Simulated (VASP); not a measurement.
Set up this calculation in VASP 6.6.1, as the native input.

```yaml
Task: density of states
Functional: PBE
Potentials_or_basis: VASP PAW PBE potentials, release 64 (Ni)
Cutoff: 520 eV
k_mesh: 14 × 14 × 8
Occupations: fermi-dirac, width 0.1 eV
Spin: no spin polarisation
Dipole_correction: no
k_mesh_for_the_DOS: 21 × 21 × 12
Occupations_for_the_DOS: tetrahedron
Further_INCAR_settings: ALGO = Fast; EDIFF = 1e-06
```

Ni:

```
Ni
1.0
     1.32971    2.30312    0.00000
    -1.32971    2.30312    0.00000
     0.00000    0.00000    4.18198
Ni
2
Cartesian
  -0.0001 1.5355 1.0455
  -0.0001 3.0708 3.1365
```

The cell was built by a generator and needn't be a form met in nature.

The input as run:

POSCAR

```
Ni
1.0
    1.3297090000      2.3031230000      0.0000000000
   -1.3297090000      2.3031230000      0.0000000000
    0.0000000000      0.0000000000      4.1819820000
Ni
2
Direct
    0.3333000000      0.3334000000      0.2500000000
    0.6666000000      0.6667000000      0.7500000000
```

INCAR.step1

```
ALGO = Fast ; EDIFF = 1E-6
ENCUT = 520 ; GGA = PE
ISIF = 2 ; ISMEAR = -1
LASPH = T ; LCHARG = T
LMAXMIX = 4 ; LREAL = F
LWAVE = F ; NBANDS = 17
NELM = 100 ; PREC = Accurate
SIGMA = 0.1
```

KPOINTS.step1

```
k-points
0
Gamma
  14 14 8
```

INCAR.step2

```
ALGO = Fast ; EDIFF = 1E-6
ENCUT = 520 ; GGA = PE
ICHARG = 11 ; ISIF = 2
ISMEAR = -5 ; LASPH = T
LCHARG = F ; LMAXMIX = 4
LORBIT = 10 ; LREAL = F
LWAVE = F ; NEDOS = 1001
NELM = 100 ; PREC = Accurate
SIGMA = 0.1
```

KPOINTS.step2

```
k-points
0
Gamma
  21 21 12
```

Potentials or basis: VASP PAW PBE potentials, release 64 (Ni).

The run is started by

```console
$ cat potpaw_PBE.64/Ni/POTCAR > POTCAR
$ cp INCAR.step1 INCAR
$ cp KPOINTS.step1 KPOINTS
$ mpirun -np 1 vasp_std > vasp.out
$ cp INCAR.step2 INCAR
$ cp KPOINTS.step2 KPOINTS
$ mpirun -np 1 vasp_std > vasp.out
```

Results of the run:

```json
{"Valence electrons inside the program's atomic spheres": "Ni 9.07"}
```

Caveat: the run has no spin polarisation, though such a crystal can be magnetic.

Run time: 3.5 min on 1 thread of Intel(R) Xeon(R) Platinum 8488C (Sapphire Rapids), on a shared host, peak memory 0.37 GiB.
